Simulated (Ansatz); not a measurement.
## CdIn2O4, one structure, two calculations

Cell: a COD entry, ions relaxed with PBE at fixed cell.

Space group Fd-3m:1 (No. 227); a = 9.1660 Å.

| site | Wyckoff | site symmetry | x | y | z |
| --- | --- | --- | --- | --- | --- |
| Cd | 8a | -43m | 0.5000 | 0.5000 | 0.0000 |
| In | 16d | .-3m | 0.1250 | 0.1250 | 0.6250 |
| O | 32e | .3m | 0.3625 | 0.3625 | 0.8625 |

One atom of each set is listed; the run and its k-mesh use a cell of 14 atoms with edges of 6.48, 6.48, 6.48 Å.

First run. Level of theory: DFT, PBE, plane waves and PAW, scalar-relativistic, 420 eV cutoff, Γ-centred 4×4×4 k-points, Fermi–Dirac smearing 0.02 eV (Ansatz 0.2.0).

```tsv
site	V_zz (10²¹ V/m²)	η
In	-4.82	0.00
O	1.78	0.00
```

Second run. The same atoms and settings, except that the functional is r2SCAN and the cutoff is 500 eV.

(1) Given the first result, estimate the second.

Results:

(1) 

```
site   V_zz     η  change of V_zz
  In  -4.75  0.00           +0.07
   O   1.48  0.00           -0.30
```

The largest change of V_zz is on O, from 1.78 to 1.48. In per cent, |V_zz| changes by -1 on In, -17 on O (all sites that start above 0.5). Sites without a gradient aren't listed.

For the first run: At this cell the PBE pressure is 7 GPa, so with PBE the cell would grow if it were relaxed. Without spin–orbit coupling (the program notes it for Cd and In) the gradients can shift somewhat, as the gap is small.
For the second run: Without spin–orbit coupling (the program notes it for Cd and In) the gradients are little affected as a rule: paired runs on crystals with a gap mostly move them by under 2 % at such atoms.
